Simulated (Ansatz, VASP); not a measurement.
## CdTe in two plane-wave programs

Aim: how closely do two programs agree when they are given the same cell, functional and k mesh? The cell is taken from a series of VASP runs on this material, whose earlier steps may have relaxed, scaled or displaced it; both programs get it as it stands.

Calculated with Ansatz 0.2.0; plane waves, with VASP 6.6.1 beside it; single point at PBE with D3(BJ), band structure at PBE with D3(BJ) and band structure at PBE with D3(BJ), spin-orbit coupling.

### Step 1. The starting structure

It takes space group F-43m (No. 216, cubic). Conventional cell: a = 6.509 Å, b = 6.509 Å, c = 6.509 Å, α = 90.00°, β = 90.00°, γ = 90.00°. Nearest to Cd lie 4 Te at 2.82 Å. Te has 4 Cd at 2.82 Å nearest. Farther neighbours and most contacts between anions are not listed.

Structure file:

```xyz
2
Lattice="0.0000 3.2547 3.2547 3.2547 0.0000 3.2547 3.2547 3.2547 0.0000" Properties=species:S:1:pos:R:3 pbc="T T T"
Cd    0.0000    0.0000    0.0000
Te    1.6274    1.6274    1.6274
```

### Step 2. VASP: single point, PBE with D3(BJ)

With cell and atoms fixed, the geometry can't cause a difference; cores, projectors, grids and the points listed under the comparison can.

Lines of VASP's logs that name or quote its potential files are left out, and so is its time.

File INCAR:

```
SYSTEM = CdTe
PREC = Accurate
ENCUT = 400
EDIFF = 1E-06
NELM = 100
ISMEAR = 0
SIGMA = 0.05
LREAL = .FALSE.
ALGO = Normal
GGA = PE
IVDW = 12
NBANDS = 15
LORBIT = 11
LWAVE = .FALSE.
LCHARG = .TRUE.
ISIF = 2
LELF = .TRUE.
LVHAR = .TRUE.
```

File POSCAR:

```
CdTe
1.0
    0.0000000000      3.2547367159      3.2547367159
    3.2547367159      0.0000000000      3.2547367159
    3.2547367159      3.2547367159      0.0000000000
Cd Te
1 1
Direct
    0.0000000000      0.0000000000      0.0000000000
    0.2500000000      0.2500000000      0.2500000000
```

File KPOINTS:

```
Automatic mesh
0
Gamma
5 5 5
0 0 0
```

The projector-augmented-wave data sets are Cd and Te (PBE family, release 64).

On the command line:

```console
> mpirun -np 2 vasp_std
```

Numbers of over 12 decimals in the logs are rounded to 6 here.

Log:

```text
[banner, memory and clock lines left out]
running    2 mpi-ranks, on    1 nodes
 distrk:  each k-point on    2 cores,    1 groups
 distr:  one band on    1 cores,    2 groups

 POSCAR found type information on POSCAR CdTe
 POSCAR found :  2 types and       2 ions
 LDA part: xc-table for (Slater+PW92), standard interpolation
|                                                                             |
|           W    W    AA    RRRRR   N    N  II  N    N   GGGG   !!!           |
|           W    W   A  A   R    R  NN   N  II  NN   N  G    G  !!!           |
|           W    W  A    A  R    R  N N  N  II  N N  N  G       !!!           |
|           W WW W  AAAAAA  RRRRR   N  N N  II  N  N N  G  GGG   !            |
|           WW  WW  A    A  R   R   N   NN  II  N   NN  G    G                |
|           W    W  A    A  R    R  N    N  II  N    N   GGGG   !!!           |
|                                                                             |
|     The number of bands has been changed from the values supplied in        |
|     The orbitals not found in the WAVECAR file will be initialized with     |
|     random numbers, which is usually adequate. For correlated               |
|     calculations, however, you should redo the groundstate calculation.     |
|     I found NBANDS = 15. Now, NBANDS = 16.                                  |
|                                                                             |

 POSCAR, INCAR and KPOINTS ok, starting setup
 FFT: planning ... GRIDC
 FFT: planning ... GRID_SOFT
 FFT: planning ... GRID
 WAVECAR not read
 entering main loop
       N       E                     dE             d eps       ncg     rms          rms(c)
DAV:   1     0.896599790458E+02    0.89660E+02   -0.71986E+03   320   0.782E+02
DAV:   2    -0.194286959216E+01   -0.91603E+02   -0.88158E+02   376   0.222E+02
DAV:   3    -0.497629698617E+01   -0.30334E+01   -0.30290E+01   424   0.424E+01
DAV:   4    -0.500486827827E+01   -0.28571E-01   -0.28571E-01   464   0.338E+00
DAV:   5    -0.500493840312E+01   -0.70125E-04   -0.70125E-04   432   0.154E-01    0.548E+00
DAV:   6    -0.478356009602E+01    0.22138E+00   -0.37294E-01   352   0.723E+00    0.451E+00
DAV:   7    -0.476693912989E+01    0.16621E-01   -0.11019E-01   368   0.213E+00    0.172E+00
DAV:   8    -0.476786411427E+01   -0.92498E-03   -0.10970E-02   344   0.118E+00    0.487E-01
DAV:   9    -0.476821162247E+01   -0.34751E-03   -0.94844E-04   376   0.315E-01    0.114E-01
DAV:  10    -0.476827732363E+01   -0.65701E-04   -0.11575E-04   400   0.101E-01    0.564E-02
DAV:  11    -0.476831932462E+01   -0.42001E-04   -0.80904E-05   384   0.567E-02    0.373E-02
DAV:  12    -0.476831834471E+01    0.97990E-06   -0.31808E-06   376   0.143E-02
   1 F= -.54416270E+01 E0= -.54416270E+01  d E =-.695751E-11
```

Parts of OUTCAR (step 2):

```text
ion  position               nearest neighbor table
   1  0.000  0.000  0.000-   2 2.82   2 2.82   2 2.82   2 2.82
   2  0.250  0.250  0.250-   1 2.82   1 2.82   1 2.82   1 2.82

  LATTYP: Found a face centered cubic cell.
 ALAT       =     6.5094734318

 Subroutine GETGRP returns: Found 24 space group operations
 (whereof 24 operations were pure point group operations)

The static configuration has the point symmetry T_d .

 Found     10 irreducible k-points:

   k-points           NKPTS =     10   k-points in BZ     NKDIM =     10   number of bands    NBANDS=     16

   dimension x,y,z NGX =    30 NGY =   30 NGZ =   30
   dimension x,y,z NGXF=    60 NGYF=   60 NGZF=   60

   ENCUT  =  400.0 eV  29.40 Ry    5.42 a.u.   7.51  7.51  7.51*2*pi/ulx,y,z

   NELECT =      18.0000    total number of electrons

 k-points in reciprocal lattice and weights: Automatic mesh
   0.00000000  0.00000000  0.00000000       0.008
   0.20000000  0.00000000  0.00000000       0.064
   0.40000000  0.00000000  0.00000000       0.064
   0.20000000  0.20000000  0.00000000       0.048
   0.40000000  0.20000000  0.00000000       0.192
  -0.40000000  0.20000000  0.00000000       0.192
  -0.20000000  0.20000000  0.00000000       0.096
   0.40000000  0.40000000  0.00000000       0.048
  -0.40000000  0.40000000  0.00000000       0.096
  -0.40000000  0.40000000  0.20000000       0.192

 average (electrostatic) potential at core
       1 -39.1519       2 -91.4278

 E-fermi :   2.4522

 k-point     1 :       0.0000    0.0000    0.0000
  band No.  band energies     occupation
    ...
      5      -5.7629      2.00000
      6      -5.7629      2.00000
      7       2.2377      2.00000
      8       2.2377      2.00000
      9       2.2377      2.00000
     10       2.9627      0.00000
     11       6.8414      0.00000
     12       6.8414      0.00000
     13       6.8414      0.00000
     14       9.6801      0.00000
    ...

 k-point     2 :       0.2000    0.0000    0.0000
  band No.  band energies     occupation
    ...
      5      -5.7640      2.00000
      6      -5.7640      2.00000
      7       0.1154      2.00000
      8       1.9382      2.00000
      9       1.9382      2.00000
     10       4.1554      0.00000
     11       7.1526      0.00000
     12       7.2695      0.00000
     13       7.2695      0.00000
     14      10.6366      0.00000
    ...

 k-point     3 :       0.4000    0.0000    0.0000
  band No.  band energies     occupation
    ...
      5      -5.7566      2.00000
      6      -5.5235      2.00000
      7      -1.7986      2.00000
      8       1.5415      2.00000
      9       1.5415      2.00000
     10       4.0805      0.00000
     11       7.4466      0.00000
     12       7.4466      0.00000
     13       9.0602      0.00000
     14      10.3983      0.00000
    ...

 Edisp (eV)   -0.67331

  Total       0.00950     0.00950     0.00950    -0.00000     0.00000     0.00000
  in kB       0.22062     0.22062     0.22062    -0.00000     0.00000     0.00000
  external pressure =        0.22 kB  Pullay stress =        0.00 kB

  energy-cutoff  :      400.00
  volume of cell :       68.96
      direct lattice vectors                 reciprocal lattice vectors
     0.000000000  3.254736716  3.254736716    -0.153622257  0.153622257  0.153622257
     3.254736716  0.000000000  3.254736716     0.153622257 -0.153622257  0.153622257
     3.254736716  3.254736716  0.000000000     0.153622257  0.153622257 -0.153622257

 POSITION                                       TOTAL-FORCE (eV/Angst)
 -----------------------------------------------------------------------------------
      0.00000      0.00000      0.00000         0.000000      0.000000      0.000000
      1.62737      1.62737      1.62737        -0.000000     -0.000000     -0.000000
 -----------------------------------------------------------------------------------
    total drift:                               -0.000001     -0.000001     -0.000001

  FREE ENERGIE OF THE ION-ELECTRON SYSTEM (eV)
  ---------------------------------------------------
  free  energy   TOTEN  =        -5.4416269742 eV

  energy  without entropy=       -5.4416269742  energy(sigma->0) =       -5.44162697

 total charge
# of ion       s       p       d       tot
------------------------------------------
    1        0.466   0.311   9.529  10.306
    2        1.349   2.061   0.020   3.430
--------------------------------------------------
tot          1.815   2.372   9.549  13.736

[... 3 further parts left out ...]
```

The run ends at a pressure of 0.02 GPa.

### Step 3. Ansatz: single point, PBE with D3(BJ)

Ansatz runs on its default PAW (the set named soft_2) files.

The same cell, functional, mesh and smearing now go to Ansatz, which takes its cutoff from its data sets.

File input.yaml:

```yaml
crystal:
  lattice:
    - [0.0, 3.2547367159, 3.2547367159]
    - [3.2547367159, 0.0, 3.2547367159]
    - [3.2547367159, 3.2547367159, 0.0]
  atoms:
    - { symbol: Cd, position: [0.0, 0.0, 0.0] }
    - { symbol: Te, position: [0.25, 0.25, 0.25] }
hamiltonian:
  xc: pbe
  pseudopotentials: { kind: paw }
  dispersion: d3bj
kpoints:
  mp_grid: { grid: [5, 5, 5] }
scf:
  occupations: { method: gaussian, width: 0.05 }
  n_extra_bands: 4
output:
  forces: true
  stress: true
  eigenvalues: true
  write_density: true
  write_potential: true
  elf: true
  volumetric_format: npy
```

On the command line:

```console
> ansatz run input.yaml --threads 2 --pin off --max-ram 4608MiB --backend cpu --events-out ev --progress --plain --runs-dir out
```

Log:

```text
scf.n_extra_bands = 4 over 18 filled bands (N_el = 36.0): the run solves 22 bands
Engine: ansatz 0.2.0, aarch64-unknown-linux-gnu
Pseudopotentials: kind: paw
Pseudopotential: Cd, paw, valence charge 20, recommended cutoff 420 eV (normal), Cd.paw.azcp
Pseudopotential: Te, paw, valence charge 16, recommended cutoff 420 eV (normal), Te.paw.azcp
Functional definition: PBE
  parameter kappa = 0.804
  parameter beta = 0.066725
  exchange = pbe_x(kappa = kappa, mu = beta*pi^2/3)
  correlation = pbe_c(beta = beta)
Crystal: 2 atoms, lattice volume = 68.957 Å³
Basis set: ecut = 420 eV, 1363 PW (Γ), exchange–correlation on 64×64×64 points (8 copies of the dense FFT grid, shifted against one another)
Bands: 22, of which v1, the nominal top of the filled ones, is band 18 counted from 1 (17 counted from 0)
Symmetry: 24 space group operations
Space group: F-43m (ITA 216), of the structure as read, at distance tolerance 4.1e-5 Å
k-points: 10 of 125 (time reversal used)
Non-local potential: Cd, projectors of the file, l = 0: 3, l = 1: 2, l = 2: 2, l = 3: 1
Non-local potential: Te, projectors of the file, l = 0: 2, l = 1: 2, l = 2: 2, l = 3: 2
PAW form: soft (Blöchl's): semilocal exchange-correlation on the pseudo side does not see the compensation charge
PAW one-centre angular grid: Cd, 590 points (default); XC on 64 Gauss nodes
PAW one-centre angular grid: Te, 590 points (default); XC on 64 Gauss nodes
Initial density: superposition of atomic densities (neutral atoms: chi_scale 0, normalization atom), corrected by the library's trained network
Initial wavefunctions: pseudopotential atomic-orbital guess
Functional: x = pbe(κ = 0.804, μ = 0.219515), c = pbe(β = 0.066725)
SCF iter   1: F=—  HF=-15235.974560 eV  |F-HF|=—  |Δ(HF+E_count)|=         —  Δρ=1.16e-3  dr2=2.28e-3  ethr=1.77e-3  ⟨swp⟩=6.3  Hψ=1062  notcnv=0
preconditioner: auto → none  [insulator: Δε(μ)=0.711 eV  Ē_g=11.370 eV  σ=0.050 eV  W_gap=1.00  n_scr=14 (ndim 8)  ℏωp=19.0 eV  f_vac=0.195  D(μ)=0.00/eV (n_scr^D=0)  ε∞_Penn≈3.8]
SCF iter   2: F=—  HF=-15235.974163 eV  |F-HF|=—  |Δ(HF+E_count)|=   3.97e-4  Δρ=4.43e-4  dr2=1.39e-4  ethr=6.34e-6  ⟨swp⟩=2.3  Hψ=406  notcnv=0
SCF iter   3: F=—  HF=-15235.974223 eV  |F-HF|=—  |Δ(HF+E_count)|=   5.99e-5  Δρ=1.63e-4  dr2=1.89e-5  ethr=3.86e-7  ⟨swp⟩=3.0  Hψ=400  notcnv=0
SCF iter   4: F=—  HF=-15235.974261 eV  |F-HF|=—  |Δ(HF+E_count)|=   3.76e-5  Δρ=6.70e-5  dr2=4.57e-6  ethr=5.25e-8  ⟨swp⟩=2.1  Hψ=321  notcnv=0
SCF iter   5: F=—  HF=-15235.974272 eV  |F-HF|=—  |Δ(HF+E_count)|=   1.07e-5  Δρ=1.89e-5  dr2=2.86e-7  ethr=1.27e-8  ⟨swp⟩=2.0  Hψ=310  notcnv=0
SCF iter   6: F=-15235.974273 eV  HF=-15235.974273 eV  |F-HF|=2.62e-8  |Δ(HF+E_count)|=   1.23e-6  Δρ=2.51e-6  dr2=5.39e-9  ethr=2.78e-10  ⟨swp⟩=11.6  Hψ=1547  notcnv=0
SCF 1 converged in 6 iterations: F = -15235.974273 eV  dr2 = 5.39e-9
  greatest PAW one-centre occupation: 1.000 electrons in one spin orbital (limit 2), on the Cd atom at site 0 (counted from 0), in its partial waves of l = 0
SCF converged after 6 iterations
Free energy (F): -15235.974273 eV
Harris-Foulkes:  -15235.974273 eV  (|F-HF|=2.62e-8)
Internal energy: -15235.974273 eV  (E = F + TS)
E sigma→0 (E₀):  -15235.974273 eV
Fermi energy:    7.650578 eV
--- Per-component energies (eV) ---
  E_band       = -795.006047
  E_kinetic    = 685.558187
  E_local      = -5448.292998  (includes V_loc(G=0)·N_el)
  E_nonlocal   = -276.730781
  E_hartree    = 2745.452609
  E_xc         = -301.030309
  E_vxc        = -325.779585  (∫ρ·V_xc dr)
  E_paw        = -8745.945811  (= ΣΔE_a)
  E_vpaw       = -920.667802  (= ΣTr[D̂ρ^β])
  E_aug_tail   = -0.000153  (compensation charges beyond the density's cutoff)
  E_ewald      = -3894.311521
  E_disp       = -0.673496  (pairwise vdW)
  E_smearing   = -0.000000  (= −TS)
  E_closure    = 0.000000  (closes the sum)
  Σ components = -15235.974273   (vs F -15235.974273, Δ=0.00e0)
--- Forces (eV/Å), atoms counted from 1 ---
  atom   1  Cd     0.00000000     0.00000000     0.00000000
  atom   2  Te    -0.00000000     0.00000000     0.00000000
  max |Σ_I F_I| component: 1.25e-16 eV/Å
--- Stress (GPa, compression-positive) ---
        0.191088       0.000000      -0.000000
       -0.000000       0.191088       0.000000
       -0.000000       0.000000       0.191088
  P = ⅓ Tr σ = 0.1911 GPa (1.911 kbar)
--- Band table (eV; the first three rows and the last of 10) ---
  k-point 0: bands = [... 14 lower, -0.7082, 7.2846, 7.2846, 7.2846, 8.0128, 11.9056, 11.9056, 11.9056]
  k-point 1: bands = [... 14 lower, -0.7093, 5.1685, 6.9860, 6.9860, 9.2056, 12.2008, 12.3340, 12.3340]
  k-point 2: bands = [... 14 lower, -0.4698, 3.2567, 6.5901, 6.5901, 9.1343, 12.5147, 12.5147, 14.0929]
  k-point 9: bands = [... 14 lower, -0.2393, 3.2644, 4.9899, 5.6039, 11.1354, 11.6645, 12.6636, 14.8825]
```

It took 1.5 s on 2 threads of Arm Neoverse V1, shared host; peak memory 0.32 GiB.

The run ends at a pressure of 0.19 GPa.

### Step 4. Differences

Known differences besides the potentials themselves: the data sets hold 36 valence electrons in Ansatz (default PAW (the set named soft_2) files) and 18 in VASP; the cutoff is 420 eV in Ansatz and 400 eV in VASP; VASP leaves aspherical gradient terms in its spheres out (LASPH is not set), Ansatz keeps them. Total energies have different zeros and are not compared.

Compared:

| quantity | Ansatz | VASP | difference |
| --- | --- | --- | --- |
| pressure (GPa) | 0.19 | 0.02 | +0.17 |
| gap on the k mesh (eV) | 0.728 | 0.725 | +0.003 |

A gap on the mesh is an upper bound, since the band edges may lie between its points. Ansatz's pressure holds a Pulay correction of 0.04 GPa; VASP's holds none.

### Step 5. What the set-up changes

Further runs change the set-up of one program: Ansatz's method, potentials or start, or VASP's data sets, cutoff or form of LDA. The table gives Ansatz less VASP for each quantity, since a change that brings one quantity closer may part another.

```
                              run  pressure (GPa)  gap on the k mesh (eV)
                         as above            0.17                  0.0033
Ansatz's all-electron LAPW method            0.18                  0.0029
```

### Step 6. Ansatz: band structure, PBE with D3(BJ)

Levels along a path test the potential and the projectors away from the mesh points.

The cell is taken from a series of VASP runs on this material, whose earlier steps may have relaxed, scaled or displaced it; both programs get it as it stands.

input.yaml, the sections that differ from step 3:

```yaml
kpoints:
  mp_grid: { grid: [5, 5, 5] }
  band_path:
    path:
      - [0.0, 0.0, 0.0]
      - [0.16667, 0.0, 0.16667]
      - [0.33333, 0.0, 0.33333]
      - [0.5, 0.0, 0.5]
      - [0.5, 0.08333, 0.58333]
      - [0.5, 0.18333, 0.68333]
      - [0.5, 0.25, 0.75]
      - [0.45, 0.3, 0.75]
      - [0.40833, 0.34167, 0.75]
      - [0.35, 0.35, 0.7]
      - [0.225, 0.225, 0.45]
      - [0.075, 0.075, 0.15]
      - [0.03333, 0.03333, 0.03333]
      - [0.23333, 0.23333, 0.23333]
      - [0.4, 0.4, 0.4]
      - [0.51667, 0.46667, 0.51667]
      - [0.55833, 0.38333, 0.55833]
      - [0.60833, 0.28333, 0.60833]
      - [0.60833, 0.25, 0.64167]
      - [0.55833, 0.25, 0.69167]
      - [0.51667, 0.25, 0.73333]
      - [0.5, 0.3, 0.7]
      - [0.5, 0.38333, 0.61667]
      - [0.5, 0.48333, 0.51667]
      - [0.475, 0.475, 0.55]
      - [0.425, 0.425, 0.65]
      - [0.38333, 0.38333, 0.73333]
      - [0.59167, 0.18333, 0.59167]
      - [0.55, 0.1, 0.55]
      - [0.5, 0.0, 0.5]
    npoints: 1
scf:
  occupations: { method: gaussian, width: 0.05 }
  n_extra_bands: 7
output:
  forces: true
  stress: true
  eigenvalues: true
# crystal, hamiltonian: as in step 3
```

Log:

```text
[...]
Crystal: 2 atoms, lattice volume = 68.957 Å³
Basis set: ecut = 420 eV, 1363 PW (Γ), exchange–correlation on 64×64×64 points (8 copies of the dense FFT grid, shifted against one another)
Bands: 25, of which v1, the nominal top of the filled ones, is band 18 counted from 1 (17 counted from 0)
Symmetry: 24 space group operations
[...]
k-points: 10 of 125 (time reversal used)
[...]
k-point 0: bands = [... 14 lower, -0.7082, 7.2845, 7.2845, 7.2845, 8.0128, 11.9056, 11.9056, 11.9056, ... 3 higher]
  k-point 1: bands = [... 14 lower, -0.7093, 5.1685, 6.9859, 6.9859, 9.2056, 12.2007, 12.3340, 12.3340, ... 3 higher]
  k-point 2: bands = [... 14 lower, -0.4698, 3.2566, 6.5901, 6.5901, 9.1343, 12.5147, 12.5147, 14.0928, ... 3 higher]
  k-point 9: bands = [... 14 lower, -0.2393, 3.2644, 4.9899, 5.6039, 11.1353, 11.6644, 12.6635, 14.8825, ... 3 higher]
[key lines of the parts left out:]
SCF converged after 6 iterations
Free energy (F): -15235.974273 eV
Fermi energy:    7.650542 eV
P = ⅓ Tr σ = 0.1911 GPa (1.911 kbar)
```

Wall time 2.8 s (2 threads); peak memory 0.32 GiB; 5.2 s of CPU time.

(Continued in part 2 of 2.)

[Lines on the potential files, build, host, timing and source positions are cut from VASP's logs without a mark.]

[Logs are printed without paths, hosts, clocks, repeated set-up lines and the standing remarks that a program may print on its own settings, such as how far it seeks lower states.]

[Hosts, paths, dates, database ids (printed as entryN), source tags and the programs' standing remarks are cut or masked in the printed files.]
